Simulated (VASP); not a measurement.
Ni: relaxation of the atoms with LDA

The system is Ni, a slab with vacuum.

```
Ni
1.0
     3.33590    0.00000    0.00000
     0.00000    3.33590    0.00000
     0.00000    0.00000   27.32519
Ni
8
Cartesian
  0.0000 0.0000 11.0133
  1.6680 1.6680 11.0133
  1.6680 3.3359 12.7795
  0.0000 1.6680 12.7795
  0.0000 3.3359 14.5457
  1.6680 1.6680 14.5457
  1.6680 3.3359 16.3119
  0.0000 1.6680 16.3119
```

The cell was built by a generator and needn't be a form met in nature.

```json
{
  "Program": "VASP 6.6.1",
  "Task": "relaxation of the atoms",
  "Functional": "LDA",
  "Potentials or basis": "VASP PAW LDA potentials, release 64 (Ni)",
  "Cutoff": "520 eV",
  "k mesh": "10 × 10 × 1",
  "Occupations": "methfessel-paxton, width 0.1 eV",
  "Spin": "collinear spin, ferromagnetic start",
  "Starting moments": "[0.7, 0.7, 0.7, 0.7, 0.7, 0.7, 0.7, 0.7] μB",
  "Dipole correction": "yes",
  "Further INCAR settings": "ALGO = Normal; EDIFF = 1e-07; IBRION = 2; EDIFFG = -0.02; NSW = 90"
}
```

The energy gained by relaxing is 4.9 meV/atom and the ionic steps are 6. The largest force after relaxing is 0.012 eV/Å and the band gap on the k mesh is none (metal or under the smearing width). The net moment is 4.45 μB per cell and the site moments are Ni +0.57, +0.55 μB. The valence electrons inside the program's atomic spheres are Ni 9.33, 9.54.

Forces on the atoms (eV/Å):
```
Ni   0.000  0.000 -0.008
Ni   0.000  0.000 -0.008
Ni   0.000  0.000  0.012
Ni   0.000  0.000  0.012
Ni   0.000  0.000 -0.012
Ni   0.000  0.000 -0.012
Ni   0.000  0.000  0.008
Ni   0.000  0.000  0.008
```

Step by step:
| step | energy change (eV) | largest force (eV/Å) | pressure (GPa) |
| --- | --- | --- | --- |
| 1 | 0.0000 | 0.3429 | -0.93 |
| 2 | -0.0282 | 0.1604 | -0.60 |
| 3 | -0.0298 | 0.1014 | -0.49 |
| 4 | -0.0336 | 0.0819 | -0.36 |
| 5 | -0.0388 | 0.0301 | -0.05 |
| 6 | -0.0391 | 0.0121 | 0.06 |

Final structure:
```xyz
8
Lattice="3.3359 0.0000 0.0000 0.0000 3.3359 0.0000 0.0000 0.0000 27.3252" Properties=species:S:1:pos:R:3 pbc="T T T"
Ni    0.0000    0.0000   11.0642
Ni    1.6680    1.6680   11.0642
Ni    1.6680    3.3359   12.7739
Ni    3.3359    1.6680   12.7739
Ni    0.0000    0.0000   14.5512
Ni    1.6680    1.6680   14.5512
Ni    1.6680    3.3359   16.2610
Ni    3.3359    1.6680   16.2610
```

Levels at points of the mesh, in eV from the Fermi level:
Spin up:
```tsv
k point	band 39	band 40	band 41	band 42	band 43	band 44	band 45	band 46
(0.00, 0.00, 0.00)	-0.32	-0.13	-0.13	-0.08	0.16	0.16	1.41	4.11
(0.50, 0.00, 0.00)	-0.81	-0.81	-0.44	-0.44	0.02	0.02	1.69	1.69
(0.50, 0.50, 0.00)	-0.48	-0.48	0.75	0.75	0.75	0.75	1.45	1.45
```
Spin down:
| k point | band 35 | band 36 | band 37 | band 38 | band 39 | band 40 | band 41 | band 42 |
| --- | --- | --- | --- | --- | --- | --- | --- | --- |
| (0.00, 0.00, 0.00) | 0.04 | 0.04 | 0.19 | 0.26 | 0.33 | 0.33 | 0.52 | 0.52 |
| (0.50, 0.00, 0.00) | -0.71 | -0.71 | -0.31 | -0.31 | -0.29 | -0.29 | 0.20 | 0.20 |
| (0.50, 0.50, 0.00) | -0.22 | -0.22 | 0.14 | 0.14 | 0.14 | 0.14 | 1.01 | 1.01 |

Run time: 29 min on 2 MPI ranks on Intel(R) Xeon(R) 6975P-C (Granite Rapids) (shared host), peak memory 0.64 GiB a rank.
